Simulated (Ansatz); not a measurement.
Hf:

```
Hf
1.0
     0.00000    2.22000    2.22000
     2.22000    0.00000    2.22000
     2.22000    2.22000    0.00000
Hf
1
Direct
  0.00000 0.00000 0.00000
```

This isn't the form of Hf at room conditions, which is hcp.

Base run:

| Item | Value |
| --- | --- |
| Program | Ansatz 0.2.0 |
| Functional | PBEsol |
| Potentials or basis | all-electron LAPW, scalar-relativistic |
| Cutoff | 211 eV (chosen from the basis error) |
| Basis error allowed | 0.001 eV/atom |
| k mesh | 10 × 10 × 10 |
| Occupations | gaussian, width 0.02 eV |
| Spin | no spin polarisation |

Its results: band gap on the k mesh none (metal or under the smearing width); pressure -1.8 GPa.

Task: The run is repeated on the same cell with these changes: functional from PBEsol to PBE. What comes out?

Result: Band gap on the k mesh none (metal or under the smearing width); pressure 2.9 GPa.

PBE binds less tightly than PBEsol, so the same cell stands under more pressure.
